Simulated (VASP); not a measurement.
# InAs (F-43m) in VASP: notebook

One crystal, InAs, is run at these levels: PBE; tasks: relaxation of cell and atoms.

Program: VASP 6.6.1. These are calculated values, not measurements. Logs are shortened: lines on timing, memory, paths and dates and some standing lists are left out, and cuts for length are marked.

### 1 The structure

Symmetry: F-43m, No. 216, cubic system. The conventional cell has a = 6.036 Å, b = 6.036 Å, c = 6.036 Å, α = 90.00°, β = 90.00°, γ = 90.00°. Around In (site symmetry -43m) lie 4 As at 2.61 Å. As (site symmetry -43m) has 4 In at 2.61 Å as nearest neighbours.

### 2 Relaxation of cell and atoms, PBE

Contents of INCAR:

```
  PREC = Accurate
  ENCUT = 300
  EDIFF = 1E-6
  ISMEAR = 0
  SIGMA = 0.03
  LREAL = False
  LASPH = True
  NELM = 80
  ALGO = Normal
  ISIF = 3
  LWAVE = False
  LCHARG = False
  GGA = PE
  IBRION = 2
  NSW = 90
  EDIFFG = -0.01
```

Contents of KPOINTS:

```
regular mesh
0
Gamma
  5 5 5
```

Contents of POSCAR:

```
InAs
1.0
    0.0000000000      3.0180000000      3.0180000000
    3.0180000000      0.0000000000      3.0180000000
    3.0180000000      3.0180000000      0.0000000000
In As
1 1
Direct
    0.0000000000      0.0000000000      0.0000000000
    0.2500000000      0.2500000000      0.2500000000
```

Potentials or basis: VASP PAW PBE potentials, release 64 (In, As).

Started as:

```sh
cat potpaw_PBE.64/In/POTCAR potpaw_PBE.64/As/POTCAR > POTCAR
mpirun -np 1 vasp_std > vasp.out
```

OUTCAR:

```text
PREC = Accurate
   ENCUT = 300
   EDIFF = 1E-6
   ISMEAR = 0
   LREAL = False
   LASPH = True
   NELM = 80
   ISIF = 3
   GGA = PE
   IBRION = 2
   NSW = 90
   EDIFFG = -0.01

 ion  position               nearest neighbor table
   1  0.000  0.000  0.000-   2 2.61   2 2.61   2 2.61   2 2.61
   2  0.250  0.250  0.250-   1 2.61   1 2.61   1 2.61   1 2.61

  LATTYP: Found a face centered cubic cell.
 ALAT       =     6.0360000000

  Lattice vectors:

 A1 = (   0.0000000000,   3.0180000000,   3.0180000000)
 A2 = (   3.0180000000,   0.0000000000,   3.0180000000)
 A3 = (   3.0180000000,   3.0180000000,   0.0000000000)

Analysis of symmetry for initial positions (statically):
=====================================================================
 Subroutine PRICEL returns:
 Original cell was already a primitive cell.

 Routine SETGRP: Setting up the symmetry group for a
 face centered cubic supercell.

 Subroutine GETGRP returns: Found 24 space group operations
 (whereof 24 operations were pure point group operations)
 out of a pool of 48 trial point group operations.

The static configuration has the point symmetry T_d .

Analysis of symmetry for dynamics (positions and initial velocities):
=====================================================================
 Subroutine PRICEL returns:
 Original cell was already a primitive cell.

 Routine SETGRP: Setting up the symmetry group for a
 face centered cubic supercell.

 Subroutine GETGRP returns: Found 24 space group operations
 (whereof 24 operations were pure point group operations)
 out of a pool of 48 trial point group operations.

The dynamic configuration has the point symmetry T_d .

 Subroutine INISYM returns: Found 24 space group operations
 (whereof 24 operations are pure point group operations),
 and found     1 'primitive' translations

----------------------------------------------------------------------------------------

                                     Primitive cell

  volume of cell :      54.9778

  direct lattice vectors                    reciprocal lattice vectors
     0.000000000  3.018000000  3.018000000    -0.165672631  0.165672631  0.165672631
     3.018000000  0.000000000  3.018000000     0.165672631 -0.165672631  0.165672631
     3.018000000  3.018000000  0.000000000     0.165672631  0.165672631 -0.165672631

  length of vectors
     4.268096531  4.268096531  4.268096531     0.286953414  0.286953414  0.286953414

  position of ions in fractional coordinates (direct lattice)
     0.000000000  0.000000000  0.000000000
     0.250000000  0.250000000  0.250000000

  ion indices of the primitive-cell ions
   primitive index   ion index
                 1           1
                 2           2

----------------------------------------------------------------------------------------

 KPOINTS: regular mesh

Automatic generation of k-mesh.
 Grid dimensions read from file:
 generate k-points for:    5    5    5

 Generating k-lattice:

  Cartesian coordinates                     Fractional coordinates (reciprocal lattice)
    -0.033134526  0.033134526  0.033134526     0.200000000  0.000000000  0.000000000
     0.033134526 -0.033134526  0.033134526     0.000000000  0.200000000  0.000000000
     0.033134526  0.033134526 -0.033134526     0.000000000  0.000000000  0.200000000

  Length of vectors
     0.057390683  0.057390683  0.057390683

  Shift w.r.t. Gamma in fractional coordinates (k-lattice)
     0.000000000  0.000000000  0.000000000

 Subroutine IBZKPT returns following result:
 ===========================================

 Found     10 irreducible k-points:

 Following reciprocal coordinates:
            Coordinates               Weight
  0.000000  0.000000  0.000000      1.000000
  0.200000  0.000000  0.000000      8.000000
  0.400000  0.000000  0.000000      8.000000
  0.200000  0.200000  0.000000      6.000000
  0.400000  0.200000  0.000000     24.000000
 -0.400000  0.200000  0.000000     24.000000
 -0.200000  0.200000  0.000000     12.000000
  0.400000  0.400000  0.000000      6.000000
 -0.400000  0.400000  0.000000     12.000000
 -0.400000  0.400000  0.200000     24.000000
   k-points           NKPTS =     10   k-points in BZ     NKDIM =     10   number of bands    NBANDS=      8
   number of dos      NEDOS =    301   number of ions     NIONS =      2
   total plane-waves  NPLWV =  13824
   dimension x,y,z NGX =    24 NGY =   24 NGZ =   24
   dimension x,y,z NGXF=    48 NGYF=   48 NGZF=   48
   ions per type =               1   1
   NGX,Y,Z   is equivalent  to a cutoff of   9.35,  9.35,  9.35 a.u.
   NGXF,Y,Z  is equivalent  to a cutoff of  18.70, 18.70, 18.70 a.u.
 SYSTEM =  unknown system
   PREC   = accura    normal or accurate (medium, high low for compatibility)
   ISTART =      0    job   : 0-new  1-cont  2-samecut
   ICHARG =      2    charge: 1-file 2-atom 10-const
   ISPIN  =      1    spin polarized calculation?
   LNONCOLLINEAR =      F non collinear calculations
   LSORBIT =      F    spin-orbit coupling
   LASPH  =      T    aspherical Exc in radial PAW
   ENCUT  =  300.0 eV  22.05 Ry    4.70 a.u.   6.03  6.03  6.03*2*pi/ulx,y,z
   NELM   =     80;   NELMIN=  2; NELMDL= -5     # of ELM steps
   EDIFF  = 0.1E-05   stopping-criterion for ELM
   LREAL  =      F    real-space projection
   EDIFFG = -.1E-01   stopping-criterion for IOM
   NSW    =     90    number of steps for IOM
   IBRION =      2    ionic relax: 0-MD 1-quasi-New 2-CG
   NFREE  =      1    steps in history (QN), initial steepest desc. (CG)
   ISIF   =      3    stress and relaxation
   ISYM   =      2    0-nonsym 1-usesym 2-fastsym
   POTIM  = 0.5000    time-step for ionic-motion
   TEBEG  =    0.0;   TEEND  =   0.0 temperature during run
   PSTRESS=    0.0 pullay stress
   NELECT =       8.0000    total number of electrons
   NUPDOWN=      -1.0000    fix difference up-down
   EMIN   =  10.00;   EMAX   =-10.00  energy-range for DOS
   EFERMI =   0.00;   METHOD = LEGACY
   ISMEAR =     0;   SIGMA  =   0.03  broadening in eV -4-tet -1-fermi 0-gaus
   EFERMI_NEDOS =   21; number of points for ismear=-14 and -15
   IALGO  =     38    algorithm
   IMIX   =      4    mixing-type and parameters
     AMIX     =   0.40;   BMIX     =  1.00
     AMIX_MAG =   1.60;   BMIX_MAG =  1.00
  volume/ion in A,a.u.               =      27.49       185.50
  Fermi-wavevector in a.u.,A,eV,Ry     =   0.861078  1.627201 10.088101  0.741455
  Thomas-Fermi vector in A             =   1.978678
   LORBIT       =      0    0 simple, 1 ext, 2 COOP (PROOUT), +10 PAW based schemes
   GGA     = PE    functional components
   LHFCALC =     F    Hartree Fock is set to
   AEXX    =    0.0000 exact exchange contribution
   IVDW    =     0    specifies the selected vdW correction
   LEPSILON=     F    determine dielectric tensor
   LRPA    =     F    only Hartree local field effects (RPA)
 conjugate gradient relaxation of ions
 non-spin polarized calculation
 Gauss-broadening in eV      SIGMA  =   0.03
  energy-cutoff  :      300.00
  volume of cell :       54.98
 maximum number of plane-waves:       660
   NGX = 13   NGY = 13   NGZ = 13

--------------------------------------- Ionic step        1  -------------------------------------------

 number of electron       8.0000004 magnetization

 Free energy of the ion-electron system (eV)
  ---------------------------------------------------
  ext. energy  EPLUGINS =         0.00000000
  ---------------------------------------------------
  free energy    TOTEN  =        -7.57570442 eV

  energy without entropy =       -7.57533419  energy(sigma->0) =       -7.57551931

------------------------ aborting loop because EDIFF is reached ----------------------------------------

  FORCE on cell =-STRESS in cart. coord.  units (eV):
  Direction    XX          YY          ZZ          XY          YZ          ZX
  --------------------------------------------------------------------------------------
  -------------------------------------------------------------------------------------
  Total        1.8640495      1.8640495      1.8640495      0.0000000      0.0000000      0.0000000
  in kB       54.3225728     54.3225728     54.3225728      0.0000000      0.0000000      0.0000000
  external PRESSURE =      54.3225728 kB  Pullay stress =       0.0000000 kB

 VOLUME and BASIS-vectors are now :
 -----------------------------------------------------------------------------
  energy-cutoff  :      300.00
  volume of cell :       54.98
      direct lattice vectors                 reciprocal lattice vectors
     0.000000000  3.018000000  3.018000000    -0.165672631  0.165672631  0.165672631
     3.018000000  0.000000000  3.018000000     0.165672631 -0.165672631  0.165672631
     3.018000000  3.018000000  0.000000000     0.165672631  0.165672631 -0.165672631
[... 37 lines left out ...]
 POSITION                                       TOTAL-FORCE (eV/Angst)
 -----------------------------------------------------------------------------------
      3.15370      3.15370      0.00000        -0.000000     -0.000000     -0.000000
      1.57685      1.57685      1.57685         0.000000      0.000000      0.000000
 -----------------------------------------------------------------------------------
    total drift:                                0.000000      0.000000     -0.000000

  FREE ENERGIE OF THE ION-ELECTRON SYSTEM (eV)
  ---------------------------------------------------
  free  energy   TOTEN  =        -7.6382448815 eV

  energy  without entropy=       -7.6378746519  energy(sigma->0) =       -7.63805977

--------------------------------------- Ionic step        3  -------------------------------------------

 number of electron       7.9999995 magnetization

 Free energy of the ion-electron system (eV)
  ---------------------------------------------------
  ext. energy  EPLUGINS =         0.00000000
  ---------------------------------------------------
  free energy    TOTEN  =        -7.65490357 eV

  energy without entropy =       -7.65453334  energy(sigma->0) =       -7.65471846

 E-fermi :   2.6317     XC(G=0):  -8.5146

 val. band max:        2.6225593604   @ k =   0.0000   0.0000   0.0000
 cond. band min:       3.4841625588   @ k =   0.4000   0.0000   0.0000
 fundamental gap:      0.8616031984
 Fermi energy:         2.6316960047

 k-point     1 :       0.0000    0.0000    0.0000
  band No.  band energies     occupation
      1      -8.7191      2.00000
      2       2.0441      2.00000
      3       2.6226      1.33334
      4       2.6226      1.33334
      5       2.6226      1.33332
      6       6.5046      0.00000
      7       6.5046      0.00000
      8       6.5046      0.00000

 k-point     2 :       0.2000    0.0000    0.0000
  band No.  band energies     occupation
      1      -8.4168      2.00000
      2      -0.3157      2.00000
      3       2.2582      2.00000
      4       2.2582      2.00000
      5       3.6999      0.00000
      6       7.0217      0.00000
      7       7.0217      0.00000
      8       7.0531      0.00000
[... 108 lines left out ...]
 POSITION                                       TOTAL-FORCE (eV/Angst)
 -----------------------------------------------------------------------------------
      0.00000      0.00000      0.00000         0.000000     -0.000000      0.000000
      1.55414      1.55414      1.55414        -0.000000      0.000000     -0.000000
 -----------------------------------------------------------------------------------
    total drift:                               -0.000000     -0.000000     -0.000000

  FREE ENERGIE OF THE ION-ELECTRON SYSTEM (eV)
  ---------------------------------------------------
  free  energy   TOTEN  =        -7.6549035722 eV

  energy  without entropy=       -7.6545333426  energy(sigma->0) =       -7.65471846

 reached required accuracy - stopping structural energy minimisation
```

It took 5.3 s on 1 thread of Intel Xeon 6975P-C (Granite Rapids), shared host; peak memory 0.14 GiB.

What came out:

```yaml
Free_energy: -7.6549 eV
Relaxed_volume: 30.03 Å³/atom
Relaxed_cell: a = 4.396 Å, b = 4.396 Å, c = 4.396 Å, α = 60.00°, β = 60.00°, γ = 60.00°
Space_group_after_relaxing_to_0.05_Å: F-43m (No. 216)
Energy_gained_by_relaxing: 39.6 meV/atom
Ionic_steps: 3
Pressure_after_relaxing: 0.0 GPa
Band_gap_on_the_k_mesh: none (metal or under the smearing width)
```

The path:
| step | energy change (eV) | largest force (eV/Å) | pressure (GPa) | volume (Å³) |
| --- | --- | --- | --- | --- |
| 1 | 0.0000 | 0.0000 | 5.43 | 54.98 |
| 2 | -0.0625 | 0.0000 | -1.92 | 62.73 |
| 3 | -0.0792 | 0.0000 | 0.02 | 60.06 |

Final structure:
```
CELL_PARAMETERS angstrom
0.00000 3.10829 3.10829
3.10829 0.00000 3.10829
3.10829 3.10829 0.00000
ATOMIC_POSITIONS crystal
In 0.00000 0.00000 0.00000
As 0.25000 0.25000 0.25000
```

Caveat: the k mesh is coarse (spacing up to 0.36 Å⁻¹), so the values aren't converged; this crystal is a semiconductor, whose small gap the functional closes, so the metal is an error of the method. PBE usually gives volumes a little too large and moduli too small.

### 3 Relaxation of cell and atoms, PBE

This run uses another cell than the first one, of 30.03 Å³/atom, 1.092 times its volume.

Changes to INCAR since step 2:

```diff
@@ -2,3 +2,3 @@
   ENCUT = 300
-  EDIFF = 1E-6
+  EDIFF = 1E-7
   ISMEAR = 0
@@ -15,2 +15,2 @@
   NSW = 90
-  EDIFFG = -0.01
+  EDIFFG = -0.005
```

KPOINTS is that of step 2.

Contents of POSCAR:

```
InAs                                    
1.0
   -0.0000000000      3.1082897865      3.1082897865
    3.1082897865      0.0000000000      3.1082897865
    3.1082897865      3.1082897865      0.0000000000
  In              As            
     1     1
Direct
     0.0000000000000000    0.0000000000000000    0.0000000000000000
     0.2500000000000000    0.2500000000000000    0.2500000000000000
```

Potentials or basis: VASP PAW PBE potentials, release 64 (In, As).

Started as:

```sh
cat potpaw_PBE.64/In/POTCAR potpaw_PBE.64/As/POTCAR > POTCAR
mpirun -np 1 vasp_std > vasp.out
```

Wall time 3.5 s (1 thread of Intel Xeon 6975P-C (Granite Rapids), shared host); peak memory 0.15 GiB.

Results (log left out):

* Free energy: -7.6551 eV
* Pressure after relaxing: 0.0 GPa
* Band gap on the k mesh: none (metal or under the smearing width)

Final structure:
```yaml
crystal:
  lattice:
    - [0.00000, 3.10829, 3.10829]
    - [3.10829, 0.00000, 3.10829]
    - [3.10829, 3.10829, 0.00000]
  atoms:
    - { symbol: In, position: [0.00000, 0.00000, 0.00000] }
    - { symbol: As, position: [0.25000, 0.25000, 0.25000] }
```

Levels at points of the mesh, in eV from the Fermi level:
| k point | band 1 | band 2 | band 3 | band 4 | band 5 | band 6 | band 7 | band 8 |
| --- | --- | --- | --- | --- | --- | --- | --- | --- |
| (0.00, 0.00, 0.00) | -11.35 | -0.59 | -0.01 | -0.01 | -0.01 | 3.87 | 3.87 | 3.87 |

Caveat: the relaxation stopped at its first step, so nothing moved; this crystal is a semiconductor, whose small gap the functional closes, so the metal is an error of the method.

### 4 Relaxation of cell and atoms, PBE

Contents of INCAR:

```
PREC = Accurate
ENCUT = 600
EDIFF = 1E-6
ISMEAR = 0
SIGMA = 0.03
LREAL = False
LASPH = True
NELM = 80
ALGO = Normal
ISIF = 3
LWAVE = False
LCHARG = False
GGA = PE
IBRION = 2
NSW = 90
EDIFFG = -0.01
```

Contents of KPOINTS:

```
regular mesh
0
Gamma
  10 10 10
```

Contents of POSCAR:

```
InAs
1.0
    0.0000000000      3.0180000000      3.0180000000
    3.0180000000      0.0000000000      3.0180000000
    3.0180000000      3.0180000000      0.0000000000
In As
1 1
Direct
    0.0000000000      0.0000000000      0.0000000000
    0.2500000000      0.2500000000      0.2500000000
```

Potentials or basis: VASP PAW PBE potentials, release 64 (In_d, As).

Started as:

```sh
cat potpaw_PBE.64/In_d/POTCAR potpaw_PBE.64/As/POTCAR > POTCAR
mpirun -np 1 vasp_std > vasp.out
```

It took 37 s on 1 thread of Intel Xeon 6975P-C (Granite Rapids), shared host; peak memory 0.24 GiB.

It converged, with:

```yaml
Free_energy: -7.7186 eV
Relaxed_volume: 29.62 Å³/atom
Relaxed_cell: a = 4.376 Å, b = 4.376 Å, c = 4.376 Å, α = 60.00°, β = 60.00°, γ = 60.00°
Space_group_after_relaxing_to_0.05_Å: F-43m (No. 216)
Energy_gained_by_relaxing: 27.1 meV/atom
Ionic_steps: 3
Pressure_after_relaxing: 0.0 GPa
Band_gap_on_the_k_mesh: none (metal or under the smearing width)
```

Step by step:
```tsv
step	energy change (eV)	largest force (eV/Å)	pressure (GPa)	volume (Å³)
1	0.0000	0.0000	4.37	54.98
2	-0.0455	0.0000	-1.45	61.16
3	-0.0543	0.0000	0.03	59.24
```

Final structure:
```
In As
1.0
     0.00000    3.09413    3.09413
     3.09413    0.00000    3.09413
     3.09413    3.09413    0.00000
In As
1 1
Direct
  0.00000 0.00000 0.00000
  0.25000 0.25000 0.25000
```

Levels at points of the mesh, in eV from the Fermi level:
| k point | band 7 | band 8 | band 9 | band 10 | band 11 | band 12 |
| --- | --- | --- | --- | --- | --- | --- |
| (0.00, 0.00, 0.00) | -0.56 | -0.01 | -0.01 | -0.01 | 3.86 | 3.86 |
| (0.50, 0.00, 0.00) | -5.44 | -0.90 | -0.90 | 0.80 | 4.62 | 4.62 |
| (0.50, 0.50, 0.00) | -5.56 | -2.11 | -2.11 | 1.65 | 2.03 | 8.74 |

Caveat: this crystal is a semiconductor, whose small gap the functional closes, so the metal is an error of the method. PBE usually gives volumes a little too large and moduli too small.

### 5 Summary

```csv
potentials or basis,k mesh,cutoff (eV),mesh quality,gap on the mesh (eV),pressure (GPa),relaxed volume (Å³/atom)
"VASP PAW PBE potentials, release 64 (In, As)",5 × 5 × 5,300,coarse,none,0.0,30.03
"VASP PAW PBE potentials, release 64 (In, As)",5 × 5 × 5,300,not flagged,none,0.0,-
"VASP PAW PBE potentials, release 64 (In_d, As)",10 × 10 × 10,600,not flagged,none,0.0,29.62
```

Alike in all rows: task relaxation of cell and atoms; level PBE; no spin polarisation; cell relaxed; smearing gaussian 0.03 eV.

Caveats: some runs use coarse meshes; this crystal is a semiconductor, whose small gap the functional closes, so the metal is an error of the method; the relaxation stopped at its first step, so nothing moved (some runs).

Absolute energies hang on the potentials; compare differences alone.
